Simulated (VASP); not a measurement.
Here is a VASP 6.6.1 calculation.

The input INCAR:

```
SYSTEM = BN
PREC = Accurate
ENCUT = 520
EDIFF = 1E-7
ISMEAR = 0
SIGMA = 0.02
LREAL = .False.
LASPH = .True.
NELM = 100
ALGO = Normal
ISIF = 2
LWAVE = .False.
LCHARG = .True.
GGA = PE
LELF = .True.
LVHAR = .True.
NBANDS = 11
```

Contents of KPOINTS:

```
regular mesh
0
Gamma
  12 12 12
  0 0 0
```

File POSCAR:

```
BN
1.0
    0.0000000000      1.8123266323      1.8123266323
    1.8123266323      0.0000000000      1.8123266323
    1.8123266323      1.8123266323      0.0000000000
B N
1 1
Direct
    0.0000000000      0.0000000000      0.0000000000
    0.7500000000      0.7500000000      0.7500000000
```

Potentials or basis: VASP PAW PBE potentials, release 64 (B, N).

The run is started by

```sh
$ cat potpaw_PBE.64/B/POTCAR potpaw_PBE.64/N/POTCAR > POTCAR
$ mpirun -np 1 vasp_std > vasp.out
```

Q: Predict the pressure.

A: 0.2 GPa.

Q: Predict the band gap on the k mesh.

A: 4.45 eV, indirect (least direct gap 8.78 eV).

**Experimental background.**

From a printed reference work, monograph, for a bulk crystal of BN at 300 K: band gap 6.4 eV (indirect).

A measured gap of BN is 6.4 eV (indirect; 300 K; a printed reference work, monograph); the calculated 4.45 eV misses it by -1.95 eV. The value is that of PBE on a finite k mesh, which can miss the band edges, without temperature or zero-point motion. Semilocal functionals fall short of measured gaps as a rule.
